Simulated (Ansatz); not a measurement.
## Quasiparticle levels of SiC (F-43m)

Level of theory: G0W0@r²SCAN, full frequency by contour deformation, hand-made PAW set at its accurate level in Ansatz.

Input:

```json
{
 "crystal": {"lattice": [[0.0, 2.1037, 2.1037], [2.1037, 0.0, 2.1037], [2.1037, 2.1037, 0.0]], "atoms": [{"symbol": "Si", "position": [0.0, 0.0, 0.0]}, {"symbol": "C", "position": [0.25, 0.25, 0.25]}]},
 "basis": {"precision": "f64", "xc_grid": 2},
 "kpoints": {"mp_grid": {"grid": [4, 4, 4], "shift": [0, 0, 0]}},
 "hamiltonian": {"xc": "r2scan", "dispersion": "none", "pseudopotentials": {"kind": "paw", "source": "ansatz", "level": "accurate"}},
 "magnetization": {"spin_polarized": false},
 "scf": {"lower_state_search": "off", "max_iter": 200, "occupations": {"method": "fixed"}, "convergence": {"dr2_threshold": "1e-10 eV"}},
 "output": {},
 "gw": {"n_empty_bands": 120, "ecut_chi": 200, "ecutfock_ratio": 2, "qp_bands": ["v1", "c1"], "screening": {"model": "contour_deformation"}}
}
```

Linearised quasiparticle energies, zero at the top filled Kohn-Sham level among these points. VB is the top filled band, CB the lowest empty one. Points in brackets are given in fractions of the reciprocal vectors. A dash marks a part that wasn't solved. The wave cutoff came out at 800 eV.

```
              k  band  ε_KS (eV)  Σx − Vxc (eV)  Σc (eV)     Z  ε_QP (eV)
              Γ    VB       0.00          -2.72     1.97  0.81      -0.61
              Γ    CB       8.16           5.75        –     –          –
(0, -0.5, -0.5)    CB       1.61           4.23    -4.13  0.83       1.70
```

The gap (from Γ to k = (0, -0.5, -0.5)) opens from 1.61 eV to 2.30 eV.

Electronic (ion-clamped) dielectric constant on this mesh, from the head of the inverse dielectric matrix: 7.6.

The cell is a model at fixed atoms and needn't be the relaxed known crystal. The PAW or pseudopotential files were made with PBE. The mesh is coarse, so these are values at the stated settings, not converged ones. Band sums or response are cut, so the gap isn't at its basis limit. The gap is read on the mesh, and the crystal's band edges can lie off it. With r²SCAN or HSE06 the Kohn-Sham levels are generalised ones. Meshes this coarse can overestimate the dielectric constant by a tenth and more.
